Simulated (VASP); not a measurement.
AlPt under changes of volume

One of the cells (14.071 Å³/atom); the others are scaled copies at fixed shape and fractional positions:

```
CELL_PARAMETERS angstrom
3.04171 0.00000 0.00000
0.00000 3.04171 0.00000
0.00000 0.00000 3.04171
ATOMIC_POSITIONS crystal
Pt 0.50000 0.50000 0.50000
Al 0.00000 0.00000 0.00000
```

Measurements of this composition are mostly on another form, of space group No. 198.

```yaml
Program: VASP 6.6.1
Functional: LDA
Potentials_or_basis: VASP PAW LDA potentials, release 64 (Pt, Al)
Cutoff: 520 eV
k_mesh: 8 × 8 × 8
Occupations: fermi-dirac, width 0.05 eV
Spin: no spin polarisation
```

| volume (Å³/atom) | energy over the lowest point (meV/atom) | pressure (GPa) |
| --- | --- | --- |
| 13.508 | 16.04 | 9.5 |
| 13.790 | ? | ? |
| 14.071 | 0.00 | -0.1 |
| 14.352 | 3.72 | -4.1 |
| 14.634 | 14.14 | -7.8 |

Problem. What does the run at 13.790 Å³/atom give?

Solution. Energy over the lowest point 3.81 meV/atom; pressure 4.4 GPa.

Worked out: A Birch-Murnaghan fit of order 2 (a polynomial in V^(-2/3)) to the other rows has its minimum at 14.07 Å³/atom with B0 = V·E''(V) = 214 GPa. It gives 3.87 meV/atom at 13.790 Å³/atom, against the run's 3.81, and -dE/dV = 4.5 GPa, against 4.4.

Energies are extrapolated to zero smearing.
